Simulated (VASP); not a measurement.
**A VASP 6.6.1 single-point calculation on SiO$_{2}$**

INCAR

```
NBANDS = 25
SIGMA = 0.02
NSW = 0
IBRION = -1
ISMEAR = -1
LCHARG = .FALSE.
ISIF = 2
LASPH = .TRUE.
EDIFF = 1E-7
LWAVE = .FALSE.
NELM = 120
GGA = PE
PREC = Low
LREAL = .FALSE.
ENCUT = 520
```

KPOINTS

```
KPOINTS created by Atomic Simulation Environment
0
Gamma
6 6 10
0 0 0
```

POSCAR

```
Si O
 1.0000000000000000
     4.1851887985999996    0.0000000000000000    0.0000000000000000
     0.0000000000000000    4.1851887985999996    0.0000000000000000
     0.0000000000000000    0.0000000000000000    2.7755934866000000
 Si  O
   2   4
Cartesian
 -0.0000000000000000  0.0000000000000000  0.0000000000000000
  2.0925943992999994  2.0925943992999994  1.3877967433000000
  1.2795915095950825  1.2795915095950825 -0.0000000000000000
  0.8130028897049167  3.3721859088950823  1.3877967433000000
  3.3721859088950823  0.8130028897049167  1.3877967433000000
  2.9055972890049162  2.9055972890049162  0.0000000000000000
```

The recommended PBE PAW datasets give the neutral cell 32 valence electrons.

Command

```
mpirun -np 1 vasp_std
```

Question: How does this run end, and what does it give?

Answer: It converged. Results: gap between bands v and c on the k mesh 4.69 eV; least direct gap on the k mesh 4.69 eV; pressure -4.2 GPa; largest force 0.04 eV/Å. Band v is the last that the valence electrons fill when counted band by band, and c is the next.

OSZICAR

```
N       E                     dE             d eps       ncg     rms          rms(c)
DAV:   1     0.132314086107E+03    0.13231E+03   -0.17512E+04  3032   0.123E+03
DAV:   2    -0.439404148798E+02   -0.17625E+03   -0.16821E+03  3778   0.277E+02
DAV:   3    -0.507960279321E+02   -0.68556E+01   -0.68273E+01  3996   0.520E+01
DAV:   4    -0.508392932913E+02   -0.43265E-01   -0.43250E-01  3610   0.482E+00
DAV:   5    -0.508396528092E+02   -0.35952E-03   -0.35943E-03  4003   0.413E-01    0.167E+01
DAV:   6    -0.461806097630E+02    0.46590E+01   -0.13209E+01  3753   0.244E+01    0.749E+00
DAV:   7    -0.462274832366E+02   -0.46873E-01   -0.69695E-01  3729   0.482E+00    0.282E+00
DAV:   8    -0.462401464304E+02   -0.12663E-01   -0.24298E-02  3739   0.134E+00    0.108E+00
DAV:   9    -0.462468644889E+02   -0.67181E-02   -0.95474E-03  3883   0.828E-01    0.259E-01
DAV:  10    -0.462470904938E+02   -0.22600E-03   -0.67349E-04  3755   0.176E-01    0.524E-02
DAV:  11    -0.462470556812E+02    0.34813E-04   -0.12727E-04  3882   0.798E-02    0.845E-03
DAV:  12    -0.462470566280E+02   -0.94687E-06   -0.60534E-06  3660   0.173E-02    0.359E-03
DAV:  13    -0.462470566720E+02   -0.43956E-07   -0.33214E-07  3896   0.410E-03
   1 F= -.46247057E+02 E0= -.46247057E+02  d E =-.121688E-10
```

For comparison, a separate PBE run of the intended cell, on usual settings and not on those above, gives a gap of 4.69 eV on its mesh and a pressure of -4.1 GPa.
